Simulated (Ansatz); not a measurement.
## Calculated 33S NMR of the central transition for FeS2

Cell: a diffraction structure from the COD, its atoms then relaxed with PBE in this cell.

```cif
data_FeS2
_symmetry_space_group_name_H-M 'Pa-3'
_symmetry_Int_Tables_number 205
_cell_length_a 5.4179
_cell_length_b 5.4179
_cell_length_c 5.4179
_cell_angle_alpha 90.000
_cell_angle_beta 90.000
_cell_angle_gamma 90.000
loop_
_atom_site_label
_atom_site_type_symbol
_atom_site_symmetry_multiplicity
_atom_site_Wyckoff_symbol
_atom_site_fract_x
_atom_site_fract_y
_atom_site_fract_z
Fe Fe 4 a 0.0000 0.0000 0.0000
S S 8 c 0.3827 0.3827 0.3827
```

One atom of each set is listed.

Method: Kohn–Sham DFT in Ansatz, LDA, plane waves and PAW, scalar-relativistic, collinear spin, 420 eV cutoff, Γ-centred 8×8×8 k-points, Fermi–Dirac smearing 0.05 eV. Start moments as typed (μB): 3 on each Fe, none on the rest.

33S has I = 3/2 and Q = -69.40 mb (Pyykkö 2018); at 23.5 T its Larmor frequency is ν₀ = 76.9 MHz. Only the quadrupole interaction is simulated: positions count from each site's isotropic chemical shift, and shift anisotropy, dipolar and J coupling are left out.

Problem. Give C_Q, η, the quadrupolar product P_Q = |C_Q|(1 + η²/3)^½, the second-order isotropic shift and the breadth of the pattern (static powder) for each S site.

Solution. 

```csv
site,first shell,C_Q (MHz),η,P_Q (MHz),δ_QIS (ppm),breadth (kHz)
S,"1 S at 2.20 Å, 3 Fe at 2.26 Å",-23.0,0.00,23.0,-2246,899
```

δ_QIS = −(ν_Q²/30ν₀²)[I(I+1) − 3/4](1 + η²/3) × 10⁶ ppm with ν_Q = 3|C_Q|/[2I(2I−1)]; it falls as 1/B₀² in ppm, and the breadth as 1/B₀ in kHz.

An axis of threefold or higher order runs through S, so V_zz lies along it and η is zero. The structure holds S–S bonds (2.20 Å).

At this cell the LDA pressure is -12 GPa, so with LDA the cell would shrink if it were relaxed. With a gap of 0.4 eV under a smearing of 0.05 eV the band edges are partly filled, so small gradients can hang on the smearing and the k-mesh. The start moments die out, and the run ends without spin.
